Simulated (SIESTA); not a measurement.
Hf in SIESTA: the effect of target pressure

Hf:

```xyz
2
Lattice="3.1967 0.0000 0.0000 -1.5983 2.7684 0.0000 0.0000 0.0000 5.0578" Properties=species:S:1:pos:R:3 pbc="T T T"
Hf    1.5984    0.9228    3.7934
Hf    0.0000    1.8456    1.2645
```

Alike in all runs:

* Program: SIESTA 5.4.2
* Task: relaxation of cell and atoms
* Functional: PBE
* Potentials or basis: PseudoDojo 0.4 standard (PBE files)
* Basis: DZP (energy shift 0.003 Ry; two zetas on semicore shells)
* Grid cutoff: 800 Ry
* Energy shift: 0.003 Ry
* k mesh: 7 × 7 × 4
* Occupations: fermi-dirac, width 0.05 eV
* Spin: no spin polarisation

Each run relaxes the cell or the atoms first.

```tsv
target pressure	target pressure	relaxed volume (Å³/atom)
0 GPa	-	22.65
2 GPa	2 GPa	22.29
5 GPa	5 GPa	21.75
10 GPa	10 GPa	?
20 GPa	20 GPa	19.74
```

Question: What does the run with target pressure 10 GPa give?

Answer: Relaxed volume 21.01 Å³/atom.

Worked out: In Murnaghan's law V^(-B') rises as a straight line in P. The other rows fit best with B' = 3.0, V0 = 22.65 Å³/atom and B0 = 117 GPa, which gives 21.00 Å³/atom at 10 GPa, against the run's 21.01.

Caveats: short orbitals over semicore shells can move pressures by several GPa; the basis of atomic orbitals isn't converged, which shifts pressures, moduli and gaps.
